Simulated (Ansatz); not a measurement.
# TaN, space group P6/mmm: a comparison of functionals at one structure

Program: Ansatz 0.2.0, Python API.

Notebook, run cell by cell (the value of a cell's last expression is shown):

**Cell 1**
```python
import ansatz as az
```

**Cell 2**
```python
structure = (
    az.Lattice.from_parameters(5.191, 5.191, 2.908, alpha=90, beta=90, gamma=120)
    .space_group(191)
    .atom("Ta", (0.0, 0.0, 0.0))
    .atom("Ta", (1 / 3, 2 / 3, 0.5))
    .atom("N", (0.5, 0.0, 0.0))
)
```

**Cell 3**
```python
calc = structure.calculation()
calc = calc.basis(47 * az.Ry).kpoints(spacing=0.38)
calc = calc.occupations("fermi_dirac")
calc = calc.scf(extra_bands=16)
calc = calc.stress()
```

**Cell 4**
```python
rows = []
for value in ["pbe", "blyp", "r2scan", "revpbe"]:
    r = calc.functional(value).run().report
    rows.append((value, r["free_energy_ev"] / len(r["lattice"]["sites"]), r["n_iterations"], sum(r["stress_gpa"][i][i] for i in range(3)) / 3, r["n_kpoints"]))
```

**Cell 5**
```python
print("  functional   F/atom (eV)    iterations       P (GPa)      k-points")
for row in rows:
    print(f"{str(row[0]):>12s}  {row[1]:12.5f}  {row[2]:12d}  {row[3]:12.3f}  {row[4]:12d}")
```
Output:
```text
  functional   F/atom (eV)    iterations       P (GPa)      k-points
         pbe   -5158.83571             6        10.061            16
        blyp   -5171.40272             6        20.445            16
      r2scan   -5165.43941             7         5.269            16
      revpbe   -5163.80568             6        13.283            16
```

From lowest to highest: r2SCAN (5.3 GPa), PBE (10.1 GPa), revPBE (13.3 GPa) and BLYP (20.4 GPa). At a fixed cell a lower pressure usually means a smaller equilibrium volume, so r2SCAN prefers the smallest cell and BLYP the largest.

Notes:
- No spin polarisation was allowed.
- BLYP can be off by several per cent in the lattices of metals, and by several GPa in the pressure at a fixed cell.
- The mesh is modest for a metal, so energies can be off by several to tens of meV an atom and pressures by half a GPa or more; differences at equal mesh fare better.
- Pressure is positive in compression.
- Spin-orbit coupling, which matters for elements this heavy, is left out.
- At these settings the cell as given stands under about 5 GPa, so it isn't at this functional's equilibrium volume.
- The starting cell is as deposited in a crystallographic database; the results hold for this polymorph, which needn't be the stable one.
- Total energies of different functionals can't be compared; pressures, moments and gaps at this one structure can.
- The whole script took 6.6 s on 1 thread of AMD EPYC 9R45 96-Core Processor (Zen 5) (shared host), peak memory 0.69 GiB.
